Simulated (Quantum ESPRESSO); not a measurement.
KBr:

```
Br K
1.0
     0.00000    3.30000    3.30000
     3.30000    0.00000    3.30000
     3.30000    3.30000    0.00000
Br K
1 1
Direct
  0.50000 0.50000 0.50000
  0.00000 0.00000 0.00000
```

Base run:

| Property | Result |
| --- | --- |
| Program | Quantum ESPRESSO 7.5 |
| Functional | BLYP |
| Potentials or basis | PseudoDojo 0.4.1 SR PBE standard |
| Cutoff | 1007 eV |
| Density cutoff | 4027 eV |
| k mesh | 6 × 6 × 6, shifted |
| Occupations | fermi-dirac, width 0.05 eV |
| Spin | no spin polarisation |

Its results: pressure 1.5 GPa; electronic dielectric tensor (diagonal) 2.54.

Q: The run is repeated on the same cell with these changes: functional from BLYP to WC. What comes out?

A: Pressure -0.1 GPa; electronic dielectric tensor (diagonal) 2.59.

WC binds more tightly than BLYP, so the same cell stands under less pressure.

Caveats: the potentials were made for another functional, which shifts forces and pressure.

Not every run made on this cell is shown here.
